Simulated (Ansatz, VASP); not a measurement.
Given: the input of a run of VASP 6.6.1 on Au.

File INCAR:

```
ALGO = Normal
EDIFF = 1E-7
ENCUT = 520
GGA = PE
ISIF = 2
ISMEAR = -1
LASPH = True
LCHARG = False
LREAL = False
LWAVE = False
NBANDS = 12
NELM = 60
PREC = Accurate
SIGMA = 0.05
```

Contents of KPOINTS:

```
k-points
0
Gamma
  11 11 11
```

The input POSCAR:

```
Au
1.0
   -1.6897727226      1.6897727226      1.6897727226
    1.6897727226     -1.6897727226      1.6897727226
    1.6897727226      1.6897727226     -1.6897727226
Au
1
Direct
    0.0000000000      0.0000000000      0.0000000000
```

Potentials or basis: VASP PAW PBE potentials, release 64 (Au).

Command:

```sh
$ cat potpaw_PBE.64/Au/POTCAR > POTCAR
$ mpirun -np 1 vasp_std > vasp.out
```

**Question.** Translate it to Ansatz 0.2.0. Potentials there: Ansatz PAW.

**Answer.** As run (the cutoff follows the program's own potentials):

File input.yaml:

```yaml
crystal:
  lattice:
    - [-1.6897727226, 1.6897727226, 1.6897727226]
    - [1.6897727226, -1.6897727226, 1.6897727226]
    - [1.6897727226, 1.6897727226, -1.6897727226]
  atoms:
    - { symbol: Au, position: [0.0, 0.0, 0.0] }
hamiltonian:
  xc: pbe
  pseudopotentials: { kind: paw }
kpoints:
  mp_grid: { grid: [11, 11, 11] }
scf:
  occupations: { method: fermi_dirac, width: 0.05 }
output:
  forces: true
  stress: true
  eigenvalues: true
```

Potentials or basis: Ansatz PAW.

The run is started by

```console
$ ansatz run input.yaml --threads 2 --pin off --max-ram 5120MiB --backend cpu --events-out ev --progress --plain --runs-dir out
```

Both were run:

|  | VASP | Ansatz | Ansatz less VASP |
| --- | --- | --- | --- |
| gap on the k mesh at the Fermi level (eV) | none | none | - |
| pressure (GPa) | -7.4 | -7.3 | +0.16 |

A gap of «none» marks a metal or a gap that the smearing closes. The two sets of potentials don't hold the same shells in valence.

Spin-orbit coupling is left out, which matters for the levels of Au.
